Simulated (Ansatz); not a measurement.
SiGe: strain energy, fitted

SiGe, P6_3mc, a = 3.901 Å, c = 6.443 Å. The structure is a Materials Project entry; whether it is the stable form wasn't checked. Ansatz: PBEsol, PAW, 420 eV, Γ-centred 12×12×6 mesh on 4 atoms, Gaussian smearing 0.02 eV; no spin polarisation. Series: equal strain along all axes, cell held, atoms relaxed; x is the strain in per cent. y is the free energy over the unstrained cell, V0 = 21.225 Å³/atom.

| x (%) | y (meV/atom) |
| --- | --- |
| -3.0 | ? |
| -2.0 | 20.75 |
| -1.0 | 5.01 |
| 0.0 | 0.00 |
| 1.0 | 4.66 |
| 2.0 | 18.01 |
| 3.0 | 39.13 |

Question: Fit y = c2 x² + c3 x³ to the other rows, turn c2 into a modulus, and predict the missing energy.

Answer: Least squares on the rows shown. y = 4.8490 x² − 0.16771 x³. In eV per unit strain² c2 is 48.49; the stiffness is B for this strain (E = 9/2 B V0 ε², shape held): 2 × 48.49 × 160.2 / (9 × 21.225) = 81 GPa. At x = -3.0 the fit asked for gives 48.17 meV/atom. The run gave 48.36 meV/atom, so the fit is 0.19 meV/atom too low, 0.39 % of the span of the series, against an rms of 0.02 meV/atom on the fitted rows. The row lies outside the fitted range. With a term in x⁴ added, a fit to the same known rows predicts 48.38 meV/atom, so most of the miss is curvature that the known rows already hold.